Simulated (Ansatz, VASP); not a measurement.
**CdS: VASP beside Ansatz**

```xyz
4
Lattice="4.1761 0.0000 0.0000 -2.0881 3.6166 0.0000 0.0000 0.0000 6.7490" Properties=species:S:1:pos:R:3 pbc="T T T"
Cd    0.0000    2.4111    0.0000
Cd    2.0881    1.2055    3.3745
S     0.0000    2.4111    2.5984
S     2.0881    1.2055    5.9729
```

Change from the starting cell: equal xx and yy strain of +1 %, crystal datasets.

Alike in both runs: task electric field gradients; functional PBE; k mesh 7 × 7 × 4; occupations fermi-dirac, width 0.01 eV; no spin polarisation.

|  | VASP | Ansatz |
| --- | --- | --- |
| version | VASP 6.6.1 | Ansatz 0.2.0 |
| potentials or method | VASP PAW PBE potentials, release 64 (Cd, S), cutoff 520 eV | all-electron PAW with datasets made for the crystal, scalar-relativistic |

VASP gave:

| Quantity | Value |
| --- | --- |
| gap on the k mesh at the Fermi level (eV) | 1.19 |
| pressure (GPa) | 1.6 |
| largest component of the traceless stress (GPa) | 0.77 |
| rms of the force components (eV/Å) | 0.110 |
| Vzz of the field gradient on the site that differs most (V/Å²) | 27.0 |

Task: Estimate Ansatz's values.

Result: gap on the k mesh at the Fermi level (eV): 1.19; pressure (GPa): 1.3; largest component of the traceless stress (GPa): 0.73; rms of the force components (eV/Å): 0.107; Vzz of the field gradient on the site that differs most (V/Å²): 24.9.

Atom by atom the forces differ by 0.003 eV/Å (rms over components). Ansatz ran all-electron here, so the differences hold the error of VASP's frozen core and of both bases. Ansatz warned: «gradients_without_spin_orbit».
